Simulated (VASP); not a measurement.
Here is a VASP 6.6.1 calculation.

File INCAR:

```
ALGO = Normal ; EDIFF = 1E-6
ENCUT = 450 ; GGA = PE
ISIF = 2 ; ISMEAR = 0
LASPH = True ; LCHARG = True
LELF = True ; LREAL = False
LVHAR = True ; LWAVE = False
NELM = 60 ; PREC = Accurate
SIGMA = 0.02
```

Contents of KPOINTS:

```
k-points
0
Gamma
  3 3 3
```

File POSCAR:

```
CsBr
1.0
    4.3256222200      0.0000000000      0.0000000000
    0.0000000000      4.3256222200      0.0000000000
    0.0000000000      0.0000000000      4.3256222200
Cs Br
1 1
Direct
    0.0000000000      0.0000000000      0.0000000000
    0.5000000000      0.5000000000      0.5000000000
```

Potentials or basis: VASP PAW PBE potentials, release 64 (Cs_sv_GW, Br_GW).

Launch:

```bash
$ cat potpaw_PBE.64/Cs_sv_GW/POTCAR potpaw_PBE.64/Br_GW/POTCAR > POTCAR
$ mpirun -np 1 vasp_std > vasp.out
```

Question: Estimate the pressure.

Answer: 0.6 GPa.

Question: Predict the band gap on the k mesh.

Answer: 4.42 eV, direct.

Caveat: the k mesh is coarse (spacing up to 0.48 Å⁻¹), so the values aren't converged; spin-orbit coupling is left out, which moves the levels of the heavy elements. PBE gaps usually lie below the measured ones, often by a third to a half.
